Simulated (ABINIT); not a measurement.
Zr:

```
CELL_PARAMETERS angstrom
3.23200 0.00000 0.00000
-1.61600 2.79899 0.00000
0.00000 0.00000 5.14700
ATOMIC_POSITIONS crystal
Zr 0.66667 0.33333 0.75000
Zr 0.33333 0.66667 0.25000
```

Base run:

| Item | Value |
| --- | --- |
| Program | ABINIT 10.8.3 (patched build) |
| Functional | RPBE |
| Potentials or basis | JTH PAW PBE v2.0 |
| Cutoff | 463 eV |
| k mesh | 9 × 9 × 5 |
| Occupations | fermi-dirac, width 0.05 eV |
| Spin | no spin polarisation |

Its results: band gap on the k mesh none (metal or under the smearing width); pressure 2.6 GPa.

Q: The run is repeated on the same cell with these changes: functional from RPBE to HCTH407. What comes out?

A: Band gap on the k mesh none (metal or under the smearing width); pressure -1.2 GPa.

Caveats: the PAW data sets were made with another functional, which shifts forces and pressure a little.
